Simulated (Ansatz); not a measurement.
Compare A (`CCC=O`) with its isomer B (`CC(C)=O`).

Gas-phase electronic energies from Ansatz, PBE0-D4/def2-TZVP geometries. CCSD(T)/CBS is the MP2 limit (def2-TZVPP, def2-QZVPP) plus CCSD(T) − MP2 in def2-TZVPP, frozen cores. DFT in def2-TZVPP. B3LYP here is the variant with VWN-RPA as its local correlation; programs differ in this. Each species was taken in one conformer, which may not be the lowest.

A:

Z-matrix (Å, degrees):
```
C
C 1 1.524
H 1 1.091 2 110.8
H 1 1.093 2 111.3 3 119.8
H 1 1.092 2 111.1 3 -120.0
C 2 1.499 1 111.6 3 -175.3
H 2 1.091 1 112.2 3 62.4
H 2 1.098 1 109.4 3 -57.3
O 6 1.200 2 125.2 1 -126.5
H 6 1.115 2 114.5 1 53.2
```

B:

Z-matrix (Å, degrees):
```
C
C 1 1.506
H 1 1.093 2 110.6
H 1 1.094 2 109.7 3 117.5
H 1 1.088 2 110.1 3 -121.9
C 2 1.506 1 116.4 3 -53.2
O 2 1.206 1 121.8 3 126.8
H 6 1.093 2 110.6 1 -53.3
H 6 1.094 2 109.7 1 64.2
H 6 1.088 2 110.1 1 -175.2
```

Question: Which isomer does CCSD(T)/CBS put lower? Give the gap. (Estimate.)

Answer: The calculation gave: B, by 31.3 kJ/mol.

Question: Give E(B) − E(A) in kJ/mol with B3LYP-D4, B3LYP, BLYP-D4, PBE0-D4, ωB97M-V, CCSD/def2-TZVPP, B2PLYP. (Estimate.)

Answer: The calculation gave: B3LYP-D4 -32.9, B3LYP -32.3, BLYP-D4 -32.4, PBE0-D4 -33.5, ωB97M-V -33.1, CCSD/def2-TZVPP -29.8, B2PLYP -31.6. None reverses the order clearly.

Question: Does the order hold for the free energy at 298.15 K (harmonic terms from PBE0-D4)? (An estimate is asked.)

Answer: The calculation gave: Yes: G(B) − G(A) = -33.9 kJ/mol, for one conformer each. Modes under 60 cm⁻¹, often nearly free rotors, make the harmonic entropy too high.

Largest T1 diagnostic: 0.013.

Leaving LDA and LC-ωPBE aside and taking each functional with its dispersion term where it has one, the values, not all of them listed here, spread over 4.5 kJ/mol, from r2SCAN-D4 to B2PLYP. LDA lies −4.5 kJ/mol from PBE without D4. At CCSD(T), def2-SVP lies +3.2 kJ/mol from the extrapolated value and def2-TZVPP +1.2 kJ/mol.
